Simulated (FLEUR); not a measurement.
CsI under changes of volume

One of the cells (47.619 Å³/atom); the others are scaled copies at fixed shape and fractional positions:

```xyz
2
Lattice="4.5667 0.0000 0.0000 0.0000 4.5667 0.0000 0.0000 0.0000 4.5667" Properties=species:S:1:pos:R:3 pbc="T T T"
Cs    0.0000    0.0000    0.0000
I     2.2833    2.2833    2.2833
```

```yaml
Program: FLEUR MaX-R8.1 (later development tree)
Functional: AM05
Potentials_or_basis: all-electron
Basis: FLAPW
Kmax: 4.1 1/bohr
k_mesh: 6 × 6 × 6
Occupations: fermi-dirac, width 0.05 eV
Spin: no spin polarisation
```

```csv
volume (Å³/atom),energy over the lowest point (meV/atom),gap on the mesh (eV)
44.762,?,?
45.714,7.07,3.98
47.619,0.00,3.85
49.523,0.87,3.71
50.476,4.93,3.64
```

Q: What does the run at 44.762 Å³/atom give?

A: Energy over the lowest point 8.53 meV/atom; gap on the mesh 4.05 eV.

Worked out: A Birch-Murnaghan fit of order 2 (a polynomial in V^(-2/3)) to the other rows has its minimum at 48.22 Å³/atom with B0 = V·E''(V) = 17.5 GPa. It gives 14.69 meV/atom at 44.762 Å³/atom, against the run's 8.53. A straight line through the other rows of the gap, of slope -3.44 eV per unit of ln V, extrapolates to 4.06 eV, against the run's 4.05.

Energies are extrapolated to zero smearing.

Caveats: spin-orbit coupling is left out, which moves the levels of the heavy elements.

A mesh can miss the band edges.
